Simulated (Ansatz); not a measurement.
# MgO: the band gap up the ladder of functionals

One table from this session's results is given with a row withheld; the runs are named, their logs left out.

The runs shown are made with Ansatz 0.2.0. PAW datasets, plane waves. (Simulation; spin polarisation is off.)

## Starting point

The cell was relaxed beforehand with r2SCAN.

The symmetry is P6_3/mmc (No. 194, hexagonal); conventional cell a = 2.965 Å, c = 29.459 Å, 9.34 Å³ an atom. Near Mg stand 6 O at 2.10 Å; near Mg stand 6 O at 2.15 Å; near O stand 6 Mg at 2.10 Å.

Coordinates:

```xyz
24
Lattice="2.9647 0.0000 0.0000 -1.4823 2.5675 0.0000 0.0000 0.0000 29.4586" Properties=species:S:1:pos:R:3 pbc="T T T"
Mg    0.0000    1.7117   24.5997
Mg    1.4823    0.8558    4.8589
Mg    1.4823    0.8558    9.8704
Mg    0.0000    1.7117   19.5882
Mg    0.0000    1.7117   12.2997
Mg    1.4823    0.8558   17.1589
Mg    1.4823    0.8558   27.0290
Mg    0.0000    1.7117    2.4296
Mg    0.0000    0.0000    7.3647
Mg    0.0000    0.0000   22.0940
Mg    0.0000    0.0000    0.0000
Mg    0.0000    0.0000   14.7293
O     0.0000    1.7117   28.2438
O     1.4823    0.8558    1.2148
O     1.4823    0.8558   13.5145
O     0.0000    1.7117   15.9441
O     0.0000    1.7117    6.0703
O     1.4823    0.8558   23.3884
O     1.4823    0.8558   20.7996
O     0.0000    1.7117    8.6590
O     0.0000    0.0000    3.6443
O     0.0000    0.0000   25.8144
O     0.0000    0.0000   18.3736
O     0.0000    0.0000   11.0850
```

The first run:

File input.yaml:

```yaml
crystal:
  lattice:
    - [2.9646982779, 0.0, 0.0]
    - [-1.482349139, 2.5675040232, 0.0]
    - [0.0, 0.0, 29.4586222686]
  atoms:
    - { symbol: Mg, position: [0.3333333333, 0.6666666667, 0.8350591099] }
    - { symbol: Mg, position: [0.6666666667, 0.3333333333, 0.1649408901] }
    - { symbol: Mg, position: [0.6666666667, 0.3333333333, 0.3350591099] }
    - { symbol: Mg, position: [0.3333333333, 0.6666666667, 0.6649408901] }
    - { symbol: Mg, position: [0.3333333333, 0.6666666667, 0.4175250889] }
    - { symbol: Mg, position: [0.6666666667, 0.3333333333, 0.5824749111] }
    - { symbol: Mg, position: [0.6666666667, 0.3333333333, 0.9175250889] }
    - { symbol: Mg, position: [0.3333333333, 0.6666666667, 0.0824749111] }
    - { symbol: Mg, position: [0.0, 0.0, 0.25] }
    - { symbol: Mg, position: [0.0, 0.0, 0.75] }
    - { symbol: Mg, position: [0.0, 0.0, 0.0] }
    - { symbol: Mg, position: [0.0, 0.0, 0.5] }
    - { symbol: O, position: [0.3333333333, 0.6666666667, 0.9587628228] }
    - { symbol: O, position: [0.6666666667, 0.3333333333, 0.0412371772] }
    - { symbol: O, position: [0.6666666667, 0.3333333333, 0.4587628228] }
    - { symbol: O, position: [0.3333333333, 0.6666666667, 0.5412371772] }
    - { symbol: O, position: [0.3333333333, 0.6666666667, 0.2060605974] }
    - { symbol: O, position: [0.6666666667, 0.3333333333, 0.7939394026] }
    - { symbol: O, position: [0.6666666667, 0.3333333333, 0.7060605974] }
    - { symbol: O, position: [0.3333333333, 0.6666666667, 0.2939394026] }
    - { symbol: O, position: [0.0, 0.0, 0.123707979] }
    - { symbol: O, position: [0.0, 0.0, 0.876292021] }
    - { symbol: O, position: [0.0, 0.0, 0.623707979] }
    - { symbol: O, position: [0.0, 0.0, 0.376292021] }
kpoints:
  mp_grid: { grid: [12, 12, 2] }
  band_path:
    path:
      - [[0.0, 0.0, 0.0], [0.5, -3.10529287353e-17, 1.783277396937e-33], [0.3333333333333, 0.3333333333333, 1.188851597958e-33], [0.0, 0.0, 0.0], [-5.254879033175e-52, 2.627439516588e-52, 0.5], [0.5, -3.10529287353e-17, 0.5], [0.3333333333333, 0.3333333333333, 0.5], [-5.254879033175e-52, 2.627439516588e-52, 0.5]]
      - [[0.5, -3.10529287353e-17, 0.5], [0.5, -3.10529287353e-17, 1.783277396937e-33]]
      - [[0.3333333333333, 0.3333333333333, 0.5], [0.3333333333333, 0.3333333333333, 1.188851597958e-33]]
    npoints: 10
hamiltonian:
  xc: pbe
scf:
  occupations: { method: fermi_dirac, width: 0.02 }
  n_extra_bands: 10
output:
  forces: true
  stress: true
  eigenvalues: true
  write_density: true
  write_potential: true
  elf: true
  volumetric_format: npy
```

Among the steps run: PBE band path; r2SCAN; HSE06 at the same geometry; PBE0.

One table of the session follows, with a row left open; its other results are not shown here.

| level | gap (eV) |
| --- | --- |
| PBE | 4.34 |
| r2SCAN | 5.17 |
| HSE06 | 6.02 |
| PBE0 | ? |

**Question.** Estimate the row for PBE0.

As computed: gap (eV): 6.76. In the column «gap (eV)» it is the highest.

Meshes: PBE 12×12×2, r2SCAN 12×12×2, HSE06 6×6×1, PBE0 6×6×1

The gap runs from 4.34 eV (PBE) to 6.76 eV (PBE0). PBE reaches 72 % of the HSE06 value, and r2SCAN 86 %. PBE0 lies 0.74 eV above HSE06, which differs from it by screening the long-range exchange.

Caveats from the session: Warnings in the runs' records: stress scf threshold loose, stress exchange threshold loose.
